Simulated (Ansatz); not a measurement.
# NiO2: the cost of one run

Method: DFT PBE, scalar-relativistic, plane waves, PAW, in Ansatz 0.2.0.

### 1 The starting structure

The structure is tetragonal, space group P4/mmm (No. 123). Conventional cell: a = 3.813 Å, b = 3.813 Å, c = 3.813 Å, α = 90.00°, β = 90.00°, γ = 90.00°. Ni (site symmetry 4/mmm) has 4 O at 1.91 Å as nearest neighbours. Around O (site symmetry mmm) lie 2 Ni at 1.91 Å.

Coordinates:

```cif
data_structure
_symmetry_space_group_name_H-M 'P 1'
_symmetry_Int_Tables_number 1
_cell_length_a 3.8134
_cell_length_b 3.8134
_cell_length_c 3.8134
_cell_angle_alpha 90.000
_cell_angle_beta 90.000
_cell_angle_gamma 90.000
_cell_volume 55.45
loop_
_atom_site_label
_atom_site_type_symbol
_atom_site_fract_x
_atom_site_fract_y
_atom_site_fract_z
_atom_site_occupancy
Ni1 Ni 0.00000 0.00000 0.00000 1
O1 O 0.50000 0.00000 0.00000 1
O2 O 0.00000 0.50000 0.00000 1
```

Recipe of the guess: ordered vacancies on the anion sites of rhenium trioxide (P4/mmm, No. 123). Lengths come from tabulated atomic sizes and are only a guess.

### 2 Probe: one point on a coarse mesh

Input file input.yaml:

```yaml
crystal:
  lattice:
    - [3.81336947, 0.0, 0.0]
    - [0.0, 3.81336947, 0.0]
    - [0.0, 0.0, 3.81336947]
  atoms:
    - { symbol: Ni, position: [0.0, 0.0, 0.0], spin: 2.0 }
    - { symbol: O, position: [0.5, 0.0, 0.0] }
    - { symbol: O, position: [0.0, 0.5, 0.0] }
basis:
  ecutwfc: 420
kpoints:
  mp_grid: { grid: [4, 4, 4] }
hamiltonian:
  xc: pbe
scf:
  occupations: { method: gaussian, width: 0.1 }
  lower_state_search: "off"
output:
  forces: true
  stress: true
  eigenvalues: true
  populations: true
magnetization:
  spin_polarized: true
```

Started as:

```
> ansatz run input.yaml --threads 1 --pin off --max-ram 2048MiB --backend cpu --events-out ev --progress --plain --runs-dir out
```

Q: Estimate wall time and peak memory on 1 thread of Intel Xeon Platinum 8375C at 2.90GHz (Ice Lake), shared host.

About 3.5 s, with a peak of 0.36 GiB.
